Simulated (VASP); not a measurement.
Crystal: MgSe.

```xyz
2
Lattice="0.0000 2.7545 2.7545 2.7545 0.0000 2.7545 2.7545 2.7545 0.0000" Properties=species:S:1:pos:R:3 pbc="T T T"
Mg    0.0000    0.0000    0.0000
Se    2.7545    2.7545    2.7545
```

- Program: VASP 6.6.1
- Task: relaxation of cell and atoms
- Functional: LDA
- Potentials or basis: VASP PAW LDA potentials, release 64 (Mg, Se)
- Cutoff: 600 eV
- k mesh: 8 × 8 × 8
- Occupations: gaussian, width 0.02 eV
- Spin: no spin polarisation

At the start: pressure -4.2 GPa; volume 20.90 Å³/atom.

Question: How do energy, volume and symmetry change on relaxing?

Answer: Over 3 steps the energy falls by 19.4 meV/atom and the volume is 19.50 Å³/atom (-6.7 %); space group Fm-3m (No. 225, to 0.05 Å).

Step by step:
```tsv
step	energy change (eV)	largest force (eV/Å)	pressure (GPa)	volume (Å³)
1	0.0000	0.0000	-4.22	41.80
2	-0.0376	0.0000	0.84	38.56
3	-0.0388	0.0000	0.00	39.01
```

Final structure:
```cif
data_structure
_symmetry_space_group_name_H-M 'P 1'
_symmetry_Int_Tables_number 1
_cell_length_a 3.8067
_cell_length_b 3.8067
_cell_length_c 3.8067
_cell_angle_alpha 60.000
_cell_angle_beta 60.000
_cell_angle_gamma 60.000
_cell_volume 39.01
loop_
_atom_site_label
_atom_site_type_symbol
_atom_site_fract_x
_atom_site_fract_y
_atom_site_fract_z
_atom_site_occupancy
Mg1 Mg 0.00000 0.00000 0.00000 1
Se1 Se 0.50000 0.50000 0.50000 1
```
